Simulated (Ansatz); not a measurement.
SnSe2:

```
CELL_PARAMETERS angstrom
3.81100 0.00000 0.00000
-1.90550 3.30042 0.00000
0.00000 0.00000 6.13600
ATOMIC_POSITIONS crystal
Sn 0.00000 0.00000 0.00000
Se 0.66667 0.33333 0.75100
Se 0.33333 0.66667 0.24900
```

Base run:

* Program: Ansatz 0.2.0
* Functional: HSE06 form with a typed share of exact exchange
* Potentials or basis: Ansatz PAW
* Cutoff: 420 eV (not typed: the program's choice for these potentials)
* k mesh: 5 × 5 × 3
* Occupations: fermi-dirac, width 0.05 eV
* Spin: no spin polarisation

Its results: band gap on the k mesh 1.22 eV, indirect (least direct gap 1.58 eV); pressure 4.0 GPa; largest force 0.478 eV/Å.

After a change of settings the same cell gave: band gap on the k mesh 1.53 eV, indirect (least direct gap 1.93 eV); pressure 2.9 GPa; largest force 0.304 eV/Å. Which change was it?
A. functional from HSE06 form with a typed share of exact exchange to r2SCAN; cutoff from 420 eV (not typed: the program's choice for these potentials) to 500 eV (not typed: the program's choice for these potentials); k mesh from 5 × 5 × 3 to 8 × 8 × 5
B. share of exact exchange from 0.15 to 0
C. share of exact exchange from 0.15 to 0.35
D. functional from HSE06 form with a typed share of exact exchange to HSE06; share of exact exchange from 0.15 to 0.25

D.

Caveats: odd divisions of the mesh miss points on the zone boundary, where band edges often lie, so the gap on the mesh can be too wide; spin-orbit coupling is left out, which moves the levels of the heavy elements; the PAW data sets come from PBE, with cores solved anew for the run's functional, which leaves a small shift of forces and pressure; the thresholds are loose for stress; this functional lacks dispersion, which binds the layers, so the pressure and a relaxed spacing across them are unreliable (some runs).
